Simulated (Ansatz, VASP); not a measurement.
## Two plane-wave programs on KF

File INCAR:

```
  PREC = Accurate
  ENCUT = 520
  EDIFF = 1E-6
  ISMEAR = 0
  SIGMA = 0.05
  LREAL = False
  LASPH = True
  NELM = 60
  ALGO = Fast
  ISIF = 2
  LWAVE = False
  LCHARG = False
  GGA = CA
  NBANDS = 15
  ISYM = 0
```

Contents of KPOINTS:

```
Automatic mesh
0
Gamma
  8 8 8
```

Contents of POSCAR:

```
KF
1.0
    3.2589550000      0.0000000000      0.0000000000
    0.0000000000      3.2589550000      0.0000000000
    0.0000000000      0.0000000000      3.2589550000
K F
1 1
Direct
    0.0000000000      0.0000000000      0.0000000000
    0.5000000000      0.5000000000      0.5000000000
```

Input for Ansatz:

```yaml
crystal:
  lattice:
    - [3.258955, 0.0, 0.0]
    - [0.0, 3.258955, 0.0]
    - [0.0, 0.0, 3.258955]
  atoms:
    - { symbol: K, position: [0.0, 0.0, 0.0] }
    - { symbol: F, position: [0.5, 0.5, 0.5] }
  symmetry: { detect: false }
basis:
  ecutwfc: 420
  ecutrho_ratio: 6
kpoints:
  mp_grid: { grid: [8, 8, 8] }
hamiltonian:
  xc: lda
scf:
  occupations: { method: gaussian, width: 0.05 }
  initial_density: { chi_scale: 0.1 }
output:
  forces: true
  eigenvalues: true
  stress: true
```

The cell comes from a database or a generator and needn't be the stable form of this composition.

Alike in both runs: task single point; functional LDA; k mesh 8 × 8 × 8; occupations gaussian, width 0.05 eV; no spin polarisation.

```csv
,VASP,Ansatz
version,VASP 6.6.1,Ansatz 0.2.0
potentials or method,"VASP PAW LDA potentials, release 64 (K_sv, F)","scalar-relativistic, plane waves, PAW"
plane-wave cutoff (eV),520,420
valence electrons in the cell,16,16
```

VASP gave:

| Item | Value |
| --- | --- |
| gap on the k mesh at the Fermi level (eV) | 5.91 |
| pressure (GPa) | -5.7 |

Q: Which values does Ansatz return?

A: gap on the k mesh at the Fermi level (eV): 5.93; pressure (GPa): -5.8.

A k mesh can miss the band edges. LDA gaps usually lie below the measured ones, often by a third to a half.
